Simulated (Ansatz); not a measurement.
**CdS: what symmetry allows forces and stress to be**

```yaml
crystal:
  lattice:
    - [0.00000, 2.77764, 2.77764]
    - [2.61244, 0.00000, 2.77764]
    - [2.61244, 2.77764, 0.00000]
  atoms:
    - { symbol: Cd, position: [0.97276, 0.02724, 0.02724] }
    - { symbol: S, position: [0.52724, 0.47276, 0.47276] }
```

All numbers below come from DFT PBEsol, scalar-relativistic, plane waves, PAW in Ansatz 0.2.0.

Settings: cutoff 420 eV, Γ-centred mesh 12×12×12 on the computed 2-atom cell, Gaussian smearing of 0.05 eV; no spin polarisation.

This distorted cell has space group I4mm, with 8 operations.

Problem. Without a calculation: in which directions can each atom feel a force?

Solution. A force must be left unchanged by every operation that keeps its atom in place, so it lies in the space that those operations leave fixed. Atoms that the group maps onto each other feel forces of one size.
```tsv
atom	site symmetry	operations at the site	equivalent to atom	allowed force (Cartesian)
Cd1	4mm	8	1	along (1.00, 0.00, 0.00)
S2	4mm	8	2	along (1.00, 0.00, 0.00)
```

That leaves 2 independent force components of 6, tied by 1 condition that the forces sum to zero, so 1 remains. A relaxation in this cell that keeps the symmetry moves the atoms in these directions alone.

Problem. And the stress tensor?

Solution. It must be invariant under the point group, which leaves 2 independent components: yz, xz, xy vanish; yy = zz.

Problem. Do the computed values obey this?

Solution. Yes. Forces (eV/Å):
```
Cd1 -1.736  0.000  0.000
S2   1.736  0.000  0.000
```

Stress (GPa, compression positive, xx yy zz yz xz xy): 13.92 -3.32 -3.32 0.00 0.00 0.00. The program imposes the same operations on density, forces and stress, so this confirms the analysis and is no independent test of the calculation.

This rock-salt form isn't the usual stable structure of the compound.